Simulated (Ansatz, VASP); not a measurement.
**One calculation of Os, two programs**

```xyz
2
Lattice="2.7341 0.0000 0.0000 -1.3670 2.3678 0.0000 0.0000 0.0000 3.8337" Properties=species:S:1:pos:R:3 pbc="T T T"
Os    0.0000    1.5785    0.9584
Os    1.3670    0.7893    2.8753
```

Change from the starting cell: strain -0.1125 x Voigt [0, 0, 1, 0, 0, 0], atoms carried along.

Alike in both runs: task single point; functional PBEsol; k mesh 18 × 18 × 12; occupations gaussian, width 0.15 eV; no spin polarisation.

|  | VASP | Ansatz |
| --- | --- | --- |
| version | VASP 6.6.1 | Ansatz 0.2.0 |
| potentials or method | VASP PAW PBE potentials, release 64 (Os) | scalar-relativistic, plane waves, PAW |
| plane-wave cutoff (eV) | 520 | 420 |
| valence electrons in the cell | 16 | 32 |

Ansatz gave:

| Quantity | Value |
| --- | --- |
| gap on the k mesh at the Fermi level (eV) | none |
| pressure (GPa) | 75.6 |
| largest component of the traceless stress (GPa) | 65.35 |

Question: What did VASP give for the same quantities?

Answer: gap on the k mesh at the Fermi level (eV): none; pressure (GPa): 78.8; largest component of the traceless stress (GPa): 65.45.

A gap of «none» marks a metal or a gap that the smearing closes. The two sets of potentials don't hold the same shells in valence.

Caveats: the cell as given lies far from equilibrium; so large a pressure means that the cell lies far from this level's equilibrium, or that cutoff or potentials fall short (VASP); the potentials were made for another functional, which shifts forces and pressure (VASP). The runs have no spin-orbit coupling, so splittings on Os are missing.
